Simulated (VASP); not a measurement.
Here is a VASP 6.6.1 calculation.

Contents of INCAR:

```
ALGO = Normal
EDIFF = 1E-7
EDIFFG = -0.01
ENCUT = 300
GGA = PE
IBRION = 2
ISIF = 2
ISMEAR = 0
LASPH = True
LCHARG = False
LREAL = False
LWAVE = False
NELM = 80
NSW = 40
PREC = Accurate
SIGMA = 0.03
```

Contents of KPOINTS:

```
k-points
0
Gamma
  5 5 5
```

File POSCAR:

```
HgTe                                    
1.0
    0.0000000000      3.3879302586      3.3879302586
    3.3879302586     -0.0000000000      3.3879302586
    3.3879302586      3.3879302586     -0.0000000000
  Hg              Te            
     1     1
Direct
     1.0000000000000000    1.0000000000000000    1.0000000000000000
     0.2500000000000000    0.2500000000000000    0.2500000000000000
```

Potentials or basis: VASP PAW PBE potentials, release 64 (Hg, Te).

Launch:

```bash
$ cat potpaw_PBE.64/Hg/POTCAR potpaw_PBE.64/Te/POTCAR > POTCAR
$ mpirun -np 1 vasp_std > vasp.out
```

Problem. Predict the band gap on the k mesh.

Solution. None (metal or under the smearing width).

Final structure:
```
CELL_PARAMETERS angstrom
0.00000 3.38793 3.38793
3.38793 0.00000 3.38793
3.38793 3.38793 0.00000
ATOMIC_POSITIONS crystal
Hg 0.00000 0.00000 0.00000
Te 0.25000 0.25000 0.25000
```

Caveat: the relaxation stopped at its first step, so nothing moved. Spin-orbit coupling is left out, which matters for the levels of Hg, Te.
